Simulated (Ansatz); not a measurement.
CsCl:
```
CELL_PARAMETERS angstrom
      4.14041     0.00000     0.00000
      0.00000     4.14041     0.00000
      0.00000     0.00000     4.14041
ATOMIC_POSITIONS crystal
  Cs 0.00000 0.00000 0.00000
  Cl 0.50000 0.50000 0.50000
```

Relaxed with r²SCAN. Independent-particle spectrum: no excitons, no local fields, no scissors shift; 0.1 eV broadening; ε₁ of the summed bands alone.

Problem. Tabulate the dielectric function from r²SCAN (plane waves, PAW; program Ansatz).

Solution. 

```csv
E (eV),ε₁ xx,ε₂ xx
0.0,2.83,0.00
0.3,2.83,0.00
0.6,2.83,0.00
0.9,2.84,0.00
1.2,2.85,0.00
1.5,2.87,0.00
1.8,2.89,0.00
2.1,2.91,0.00
2.4,2.94,0.00
2.7,2.97,0.00
3.0,3.01,0.00
3.3,3.06,0.00
3.6,3.11,0.00
3.9,3.17,0.00
4.2,3.25,0.00
4.5,3.34,0.00
4.8,3.44,0.00
5.1,3.58,0.00
5.4,3.75,0.00
5.7,4.01,0.00
6.0,4.47,0.16
6.3,4.67,0.50
6.6,5.03,0.70
6.9,5.56,1.40
7.2,5.57,2.84
7.5,4.83,3.27
7.8,4.11,4.40
8.1,1.90,4.39
8.4,1.88,2.56
8.7,2.52,1.98
9.0,4.02,2.44
9.3,3.07,4.51
9.6,0.65,4.99
9.9,0.14,2.69
10.2,0.71,1.88
10.5,0.86,1.64
10.8,1.13,1.17
11.1,1.60,1.09
11.4,1.96,0.88
11.7,2.52,0.86
12.0,3.31,1.21
```

Problem. From ε at 6.5 eV (xx: 4.85 + 0.63i), find n, k, the normal reflectivity and the absorption coefficient.

Solution. n = 2.21, k = 0.143, R = 14 %, α = 2kE/ħc = 94000 cm⁻¹.

With all bands, ε∞ without local fields is 2.89.

Space group Pm-3m (CsCl type). The r²SCAN relaxation kept the symmetry of its start. Spin–orbit coupling is left out wherever it is not named.

Potentials: the later of the program's two PAW sets.
